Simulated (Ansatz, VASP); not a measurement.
**HfN in VASP and in Ansatz**

The input INCAR:

```
ALGO = Normal
EDIFF = 1E-7
ENCUT = 520
GGA = PS
ISIF = 2
ISMEAR = -1
LASPH = T
LCHARG = F
LREAL = F
LWAVE = F
NBANDS = 14
NELM = 80
PREC = Accurate
SIGMA = 0.05
```

Contents of KPOINTS:

```
k-points
0
Gamma
  10 10 10
```

Contents of POSCAR:

```
HfN
1.0
    0.0000000000      2.2255097759      2.2255097759
    2.2255097759      0.0000000000      2.2255097759
    2.2255097759      2.2255097759      0.0000000000
Hf N
1 1
Direct
    0.0000000000      0.0000000000      0.0000000000
    0.5000000000      0.5000000000      0.5000000000
```

input.yaml

```yaml
crystal:
  lattice:
    - [0.0, 2.2255097759, 2.2255097759]
    - [2.2255097759, 0.0, 2.2255097759]
    - [2.2255097759, 2.2255097759, 0.0]
  atoms:
    - { symbol: Hf, position: [0.0, 0.0, 0.0] }
    - { symbol: "N", position: [0.5, 0.5, 0.5] }
hamiltonian:
  xc: pbesol
  pseudopotentials: { kind: paw }
kpoints:
  mp_grid: { grid: [10, 10, 10] }
scf:
  occupations: { method: fermi_dirac, width: 0.05 }
output:
  forces: true
  stress: true
  eigenvalues: true
```

Change from the starting cell: volume scaled by 0.96.

Alike in both runs: task single point; functional PBEsol; k mesh 10 × 10 × 10; occupations fermi-dirac, width 0.05 eV; no spin polarisation.

|  | VASP | Ansatz |
| --- | --- | --- |
| version | VASP 6.6.1 | Ansatz 0.2.0 |
| potentials or method | VASP PAW PBE potentials, release 64 (Hf_pv, N) | Ansatz PAW |
| plane-wave cutoff (eV) | 520 | 420 |
| valence electrons in the cell | 15 | 31 |

VASP gave:

- gap on the k mesh at the Fermi level (eV): none
- pressure (GPa): 8.2

Question: What did Ansatz give for the same quantities?

Answer: gap on the k mesh at the Fermi level (eV): none; pressure (GPa): 10.3.

A gap of «none» marks a metal or a gap that the smearing closes. The two sets of potentials don't hold the same shells in valence.

Caveats: the PAW data sets were made with another functional, which shifts forces and pressure a little (VASP); the pressure holds a Pulay correction of +0.6 GPa for the finite cutoff (Ansatz); the PAW data sets come from PBE, with cores solved anew for the run's functional, which leaves a small shift of forces and pressure (Ansatz). Spin-orbit coupling is left out, which matters for the levels of Hf.
